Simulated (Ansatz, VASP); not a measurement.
# Two plane-wave programs on BN

INCAR

```
SYSTEM = BN
PREC = Accurate
ENCUT = 600
EDIFF = 1E-6
ISMEAR = 0
SIGMA = 0.01
LREAL = .False.
LASPH = .True.
NELM = 100
ALGO = Normal
ISIF = 3
LWAVE = .False.
LCHARG = .False.
GGA = PS
IBRION = 2
NSW = 80
EDIFFG = -0.001
```

Contents of KPOINTS:

```
Automatic mesh
0
Gamma
  12 12 6
  0 0 0
```

Contents of POSCAR:

```
BN
1.0
    2.5410113138      0.0000000000      0.0000000000
   -1.2705056569      2.2005803491      0.0000000000
    0.0000000000      0.0000000000      4.2032955032
B N
2 2
Direct
    0.6666666667      0.3333333333      0.9997329962
    0.3333333333      0.6666666667      0.4997329962
    0.6666666667      0.3333333333      0.6252670038
    0.3333333333      0.6666666667      0.1252670038
```

Input for Ansatz:

```yaml
crystal:
  lattice:
    - [2.5410113139, 0.0, 0.0]
    - [-1.270505657, 2.2005803491, 0.0]
    - [0.0, 0.0, 4.2032955041]
  atoms:
    - { symbol: B, position: [0.6666666667, 0.3333333333, 0.9997329962] }
    - { symbol: B, position: [0.3333333333, 0.6666666667, 0.4997329962] }
    - { symbol: "N", position: [0.6666666667, 0.3333333333, 0.6252670038] }
    - { symbol: "N", position: [0.3333333333, 0.6666666667, 0.1252670038] }
basis:
  ecutwfc: 420
kpoints:
  mp_grid: { grid: [12, 12, 6] }
hamiltonian:
  xc: pbesol
scf:
  occupations: { method: fixed }
output:
  forces: true
  stress: true
  eigenvalues: true
relax:
  adjacent_minimum: "off"
  f_tol: 0.001
  max_steps: 60
  cell: { stress_tol: 0.01 }
```

Alike in both runs: task relaxation of cell and atoms; functional PBEsol; k mesh 12 × 12 × 6; no spin polarisation.

```csv
,VASP,Ansatz
version,VASP 6.6.1,Ansatz 0.2.0
potentials or method,"VASP PAW PBE potentials, release 64 (B, N)","scalar-relativistic, plane waves, PAW"
plane-wave cutoff (eV),600,420
occupations,"gaussian, width 0.01 eV",fixed
valence electrons in the cell,16,16
```

```csv
,VASP,Ansatz,Ansatz less VASP
"gap on the k mesh at the Fermi level, each at its own relaxed structure (eV)",4.95,4.96,+0.018
relaxed volume (Å³/atom),5.88,5.88,-0.005
relaxed cell length with the largest relative difference (Å),2.542,2.541,-0.0007
```

Caveats: the PAW data sets were made with another functional, which shifts forces and pressure a little (VASP). A k mesh can miss the band edges.
